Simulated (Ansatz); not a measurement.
Structure search for Y3N

Computed with DFT PBE, scalar-relativistic, plane waves, PAW (Ansatz). All cells share a 420 eV cutoff and Γ-centred k meshes spaced at most about 0.3 Å⁻¹ (about 0.25 or finer for metals, 2π included). No spin polarisation.

Energies over the elements count from the elements' standard structures at the same level (N₂ as a molecule), with no fitted energy shifts.

Temperature and zero-point effects are left out. The comparison covers the computed candidates alone.

Invented guesses were relaxed alike, and ends that match in structure were merged. ΔE counts from the first row. Coordination counts Y atoms around N (those within 1.25 times the shortest such distance or 1.15 times the sum of covalent radii; a plus sign parts nearer from farther groups; the shortest distance is added where it is long for a bond). The ends were matched against large subsets of the Crystallography Open Database and the Materials Project, so a missing match doesn't prove that a structure is unreported.

| # | reached from | type and space group | atoms | Å³/atom | coordination | ΔE (meV/atom) | gap on mesh (eV) | in databases |
| --- | --- | --- | --- | --- | --- | --- | --- | --- |
| 1 | Li3N type (P6/mmm) | P6/mmm (No. 191) | 4 | 24.1 | N 2+6 | 0 | 0.00 | no match |
| 2 | TiAl3 (D0_22) type (I4/mmm) | I4/mmm (No. 139) | 4 | 24.0 | N 4 | 682 | 0.00 | no match |
| 3 | random cell | BiF3 (D0_3), Fm-3m (No. 225) | 4 | 23.5 | N 8+6 from 3.1 Å | 1055 | 0.00 | no match |

The lowest: Space group P6/mmm (No. 191), hexagonal, a = 4.998 Å, c = 4.454 Å. Y on a site of symmetry 6/mmm is surrounded by 2 N at 2.23 Å and 12 Y at 3.64 Å; Y on a site of symmetry -6m2 has 3 N at 2.89 Å, 3 Y at 2.89 Å and 6 Y at 3.64 Å; N is surrounded by 2 Y at 2.23 Å and 6 Y at 2.89 Å. Its energy over the elements is 0.00 eV/atom. The formation energy is too near zero to say whether this cell lies below the elements. An observed structure of this formula, if there is one, may be missing.

```xyz
4
Lattice="4.9979 0.0000 0.0000 -2.4989 4.3283 0.0000 0.0000 0.0000 4.4536" Properties=species:S:1:pos:R:3 pbc="T T T"
Y     0.0000    0.0000    2.2268
Y     0.0000    2.8855    0.0000
Y     2.4989    1.4428    0.0000
N     0.0000    0.0000    0.0000
```

The second: Space group I4/mmm (No. 139), tetragonal, a = 4.005 Å, c = 11.957 Å. Around Y on a site of symmetry 4/mmm lie 4 N at 2.83 Å, 8 Y at 3.60 Å and 4 Y at 4.01 Å; Y on a site of symmetry -4m2 is surrounded by 4 Y at 2.83 Å, 4 N at 3.60 Å, 4 Y at 3.60 Å and 4 Y at 4.01 Å; N has 4 Y at 2.83 Å. Counting Y atoms around N, the first has N 2+6 and the second has N 4. Cells relaxed within their symmetry can be saddle points. Some candidate types were left out of the draw beforehand, so a known form may be missing.

The energy order follows how well nitrogen is bonded. Only the lowest cell gives it short Y–N contacts, two at 2.23 Å, with six much weaker ones at 2.89 Å. In the other two cells even the nearest yttrium atoms are too far away for normal Y–N bonds. As the volumes per atom are nearly equal, the penalty probably comes from lost N 2p–Y 4d overlap and Madelung energy rather than from looser packing. Nitrogen can't take up all the valence electrons of three yttrium atoms, so the surplus should stay in Y 4d/5s states, in keeping with the absent gap.

Even the best cell looks strained, with Y–Y contacts of 2.89 Å that are far shorter than in yttrium metal. Nitrogen in yttrium normally prefers octahedral holes, as in rock-salt YN, and an ordered interstitial arrangement of that kind would probably lie lower. Since YN is strongly bound relative to the elements, a Y3N cell near zero formation energy should be unstable towards YN and yttrium metal.
